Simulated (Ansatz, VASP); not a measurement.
## AlN: VASP beside Ansatz

```
Al N
1.0
     0.00000    1.95822    1.97800
     1.95822    0.00000    1.97800
     1.95822    1.95822    0.00000
Al N
1 1
Direct
  0.00000 0.00000 0.00000
  0.50000 0.50000 0.50000
```

Change from the starting cell: equal xx and yy strain of -1 %.

Alike in both runs: task single point; functional PBE; k mesh 10 × 10 × 10; occupations fermi-dirac, width 0.02 eV; no spin polarisation.

|  | VASP | Ansatz |
| --- | --- | --- |
| version | VASP 6.6.1 | Ansatz 0.2.0 |
| potentials or method | VASP PAW PBE potentials, release 64 (Al, N), cutoff 520 eV | all-electron LAPW, scalar-relativistic |

```tsv
	VASP	Ansatz	Ansatz less VASP
gap on the k mesh at the Fermi level (eV)	5.07	5.07	+0.001
pressure (GPa)	32.6	32.8	+0.27
largest component of the traceless stress (GPa)	3.06	3.07	+0.007
```

Ansatz ran all-electron here, so the differences hold the error of VASP's frozen core and of both bases.

Caveats: so large a pressure means that the cell lies far from this level's equilibrium, or that cutoff or potentials fall short (VASP). A k mesh can miss the band edges.
